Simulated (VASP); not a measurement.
These are revPBE GGA, VASP's PBE PAW potentials (set 64) (plane waves; VASP) values and carry that method's errors.

VASP input:

**INCAR**
```
SYSTEM = ZrO2
PREC = Accurate; ENCUT = 520; LREAL = .FALSE.
LASPH = .TRUE.
EDIFF = 1E-7; NELM = 100; ALGO = Normal
LMAXMIX = 4
ISMEAR = -5
GGA = RE
ISIF = 2
LWAVE = .FALSE.; LCHARG = .TRUE.; LORBIT = 11
NEDOS = 601
LEFG = .TRUE.
```

File KPOINTS:
```
Regular mesh
0
gamma
 8 8 8
```

POSCAR:
```
ZrO2
2.5714650
  0.0000000000   0.9999998190   0.9999998190
  0.9999998190   0.0000000000   0.9999998190
  0.9999998190   0.9999998190   0.0000000000
Zr O
1 2
Cartesian
  0.0000000000   0.0000000000   0.0000000000
  0.4999999095   0.4999999095   0.4999999095
  1.4999997285   1.4999997285   1.4999997285
```

POTCAR, in this order: Zr_sv O (PBE.64 set). Program: vasp_std.

Output

OSZICAR:
```
       N       E                     dE             d eps       ncg     rms          rms(c)
DAV:   1     0.194051726641E+03    0.19405E+03   -0.14649E+04   928   0.154E+03
DAV:   2    -0.258985009107E+02   -0.21995E+03   -0.21787E+03  1232   0.389E+02
DAV:   3    -0.334488865180E+02   -0.75504E+01   -0.75439E+01  1216   0.752E+01
DAV:   4    -0.337848614288E+02   -0.33597E+00   -0.33593E+00  1456   0.117E+01
DAV:   5    -0.337883544558E+02   -0.34930E-02   -0.34930E-02  1152   0.107E+00    0.232E+01
DAV:   6    -0.274595450844E+02    0.63288E+01   -0.36765E+01  1032   0.466E+01    0.899E+00
DAV:   7    -0.274245369959E+02    0.35008E-01   -0.14506E+00  1296   0.987E+00    0.560E+00
DAV:   8    -0.274087748052E+02    0.15762E-01   -0.17735E-01  1224   0.442E+00    0.485E-01
DAV:   9    -0.274112990245E+02   -0.25242E-02   -0.15234E-02  1264   0.900E-01    0.327E-01
DAV:  10    -0.274134703650E+02   -0.21713E-02   -0.62229E-03  1160   0.775E-01    0.145E-01
DAV:  11    -0.274135567555E+02   -0.86390E-04   -0.20429E-03  1256   0.367E-01    0.146E-01
DAV:  12    -0.274135035695E+02    0.53186E-04   -0.41764E-04  1000   0.162E-01    0.681E-03
DAV:  13    -0.274135068427E+02   -0.32732E-05   -0.22911E-05  1296   0.343E-02    0.485E-03
DAV:  14    -0.274135075790E+02   -0.73636E-06   -0.48664E-06  1152   0.150E-02    0.644E-03
DAV:  15    -0.274135072862E+02    0.29285E-06   -0.37823E-07  1096   0.592E-03    0.871E-04
DAV:  16    -0.274135072465E+02    0.39703E-07   -0.28062E-08   592   0.152E-03
   1 F= -.27413507E+02 E0= -.27413507E+02  d E =0.000000E+00
```

OUTCAR:
```
------------------------ aborting loop because EDIFF is reached ----------------------------------------
  FORCE on cell =-STRESS in cart. coord.  units (eV):
  Direction    XX          YY          ZZ          XY          YZ          ZX
  --------------------------------------------------------------------------------------
  Total       -0.0199411     -0.0199411     -0.0199411      0.0000000      0.0000000      0.0000000
  in kB       -0.9394799     -0.9394799     -0.9394799      0.0000000      0.0000000      0.0000000
  external PRESSURE =      -0.9394799 kB  Pullay stress =       0.0000000 kB
  volume of cell :       34.01
      direct lattice vectors                 reciprocal lattice vectors
     0.000000000  2.571464535  2.571464535    -0.194441725  0.194441725  0.194441725
     2.571464535  0.000000000  2.571464535     0.194441725 -0.194441725  0.194441725
     2.571464535  2.571464535  0.000000000     0.194441725  0.194441725 -0.194441725
 POSITION                                       TOTAL-FORCE (eV/Angst)
 -----------------------------------------------------------------------------------
      0.00000      0.00000      0.00000         0.000000     -0.000000      0.000000
      1.28573      1.28573      1.28573        -0.000000     -0.000000     -0.000000
      3.85720      3.85720      3.85720         0.000000      0.000000      0.000000
 -----------------------------------------------------------------------------------
    total drift:                                0.000000      0.000000      0.000000
  FREE ENERGIE OF THE ION-ELECTRON SYSTEM (eV)
  ---------------------------------------------------
  free  energy   TOTEN  =       -27.4135072465 eV

  energy  without entropy=      -27.4135072465  energy(sigma->0) =      -27.41350725

 total charge

# of ion       s       p       d       tot
------------------------------------------
    1        2.162   6.045   1.267   9.473
    2        1.566   3.526   0.000   5.092
    3        1.566   3.526   0.000   5.092
--------------------------------------------------
tot          5.294  13.097   1.267  19.658

 Electric field gradients after diagonalization (V/A^2)
 (convention: |V_zz| > |V_xx| > |V_yy|)
----------------------------------------------------------------------
 ion       V_xx      V_yy      V_zz     asymmetry (V_yy - V_xx)/ V_zz
----------------------------------------------------------------------
   1      -0.000    -0.000     0.000       0.000
   2       0.001     0.001    -0.001       0.000
   3       0.001     0.001    -0.001       0.000
```
(Selected blocks of OUTCAR.)

**OUTCAR**
```
 val. band max:        6.9759433900   @ k =   0.5000   0.5000   0.0000

 cond. band min:      10.2754767653   @ k =   0.0000   0.0000   0.0000


 Fermi energy:         7.0698698325

 k-point     1 :       0.0000    0.0000    0.0000
  band No.  band energies     occupation
      1     -41.3059      2.00000
      2     -19.1162      2.00000
      3     -19.1162      2.00000
      4     -19.1162      2.00000
      5     -11.1317      2.00000
      6      -8.7142      2.00000
      7       1.9286      2.00000
      8       1.9286      2.00000
      9       1.9286      2.00000
     10       6.4594      2.00000
     11       6.4594      2.00000
     12       6.4594      2.00000
     13      10.2755      0.00000
     14      10.2755      0.00000
     15      13.4598      0.00000
     16      15.9584      0.00000

 k-point     2 :       0.1250    0.0000    0.0000
  band No.  band energies     occupation
      1     -41.3002      2.00000
      2     -19.2108      2.00000
      3     -19.1251      2.00000
      4     -19.1251      2.00000
      5     -10.9352      2.00000
      6      -8.8568      2.00000
      7       2.0732      2.00000
      8       2.0732      2.00000
      9       2.3232      2.00000
     10       6.0974      2.00000
     11       6.1942      2.00000
     12       6.1942      2.00000
     13      10.5408      0.00000
     14      10.5408      0.00000
     15      13.9237      0.00000
     16      15.4838      0.00000

 k-point     3 :       0.2500    0.0000    0.0000
  band No.  band energies     occupation
      1     -41.2863      2.00000
      2     -19.4263      2.00000
      3     -19.1466      2.00000
      4     -19.1466      2.00000
      5     -10.5035      2.00000
      6      -9.1240      2.00000
      7       2.4298      2.00000
      8       2.4298      2.00000
      9       3.2617      2.00000
     10       5.3741      2.00000
     11       5.7202      2.00000
     12       5.7202      2.00000
     13      10.9242      0.00000
...
```

The compound is ZrO2 in the fluorite structure, the high-temperature cubic form, which is unstable at 0 K; the monoclinic form is the stable one. It was relaxed first.
